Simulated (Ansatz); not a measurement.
# CO2: relaxation of cell and atoms with r2SCAN

The system is CO2.

```xyz
6
Lattice="2.6359 -2.3874 0.0000 2.6359 2.3874 0.0000 0.0000 0.0000 6.5872" Properties=species:S:1:pos:R:3 pbc="T T T"
O     2.6359    0.9239    4.0060
O     2.6359   -0.9239    2.5811
O     2.6359    1.4635    0.7124
O     2.6359   -1.4635    5.8747
C     2.6359    0.0000    3.2936
C     0.0000    0.0000    0.0000
```

The cell comes from a database or a generator and needn't be the stable form of this composition.

```json
{
 "Program": "Ansatz 0.2.0",
 "Task": "relaxation of cell and atoms",
 "Functional": "r2SCAN",
 "Potentials or basis": "Ansatz PAW",
 "Cutoff": "500 eV (not typed: the program's choice for these potentials)",
 "k mesh": "8 × 8 × 4",
 "Occupations": "fermi-dirac, width 0.05 eV",
 "Spin": "no spin polarisation"
}
```

The relaxed volume is 14.64 Å³/atom and the relaxed cell is a = 3.671 Å, b = 3.671 Å, c = 6.553 Å, α = 90.00°, β = 90.00°, γ = 83.92°. The space group after relaxing (to 0.05 Å) is Cmce (No. 64). The energy gained by relaxing is 3.0 meV/atom and the ionic steps are 8. The pressure after relaxing is 0.0 GPa. The band gap on the k mesh is 7.27 eV, indirect (least direct gap 7.73 eV).

Step by step:
| step | energy change (eV) | largest force (eV/Å) | volume (Å³) |
| --- | --- | --- | --- |
| 1 | 0.0000 | 0.7023 | 82.91 |
| 2 | -0.0146 | 0.0197 | 86.07 |
| 3 | -0.0151 | 0.0417 | 87.43 |
| 4 | -0.0152 | 0.0066 | 88.03 |
| 5 | -0.0153 | 0.0203 | 88.22 |
| 6 | -0.0157 | 0.0011 | 87.88 |
| 7 | -0.0157 | 0.0003 | 87.83 |
| 8 | -0.0180 | 0.0019 | 87.83 |

Final structure:
```
O C
1.0
     2.72986   -2.45472    0.00000
     2.72986    2.45472    0.00000
     0.00000    0.00000    6.55322
O C
4 2
Direct
  0.30943 0.69057 0.60475
  0.69057 0.30943 0.39525
  0.19057 0.80943 0.10475
  0.80943 0.19057 0.89525
  0.50000 0.50000 0.50000
  0.00000 0.00000 0.00000
```

Levels at points of the mesh, in eV from the valence-band top:
```tsv
k point	band 14	band 15	band 16	band 17	band 18	band 19
(0.00, 0.00, 0.00)	-0.85	-0.58	-0.46	7.27	8.03	8.63
(0.00, 0.00, -0.50)	-0.74	-0.65	-0.65	8.35	8.35	8.42
(0.00, -0.50, 0.00)	-0.64	-0.27	-0.27	8.49	8.49	9.39
(0.00, -0.50, -0.50)	-0.70	-0.23	-0.23	8.56	8.56	9.45
(-0.50, -0.50, 0.00)	-0.53	-0.27	0.00	8.68	9.71	9.74
(-0.50, -0.50, -0.50)	-0.60	-0.25	-0.25	9.23	9.23	9.72
```

It took 35 s on 2 threads of Intel(R) Xeon(R) Platinum 8488C (Sapphire Rapids), with other jobs on the host, peak memory 0.65 GiB.

Caveat: the plane-wave basis is chosen anew once the cell has moved, so the energies of steps on either side of that aren't comparable; the PAW data sets come from PBE, with cores solved anew for the run's functional, which leaves a small shift of forces and pressure. r2SCAN opens gaps a little over a GGA but as a rule still falls short of measured ones.
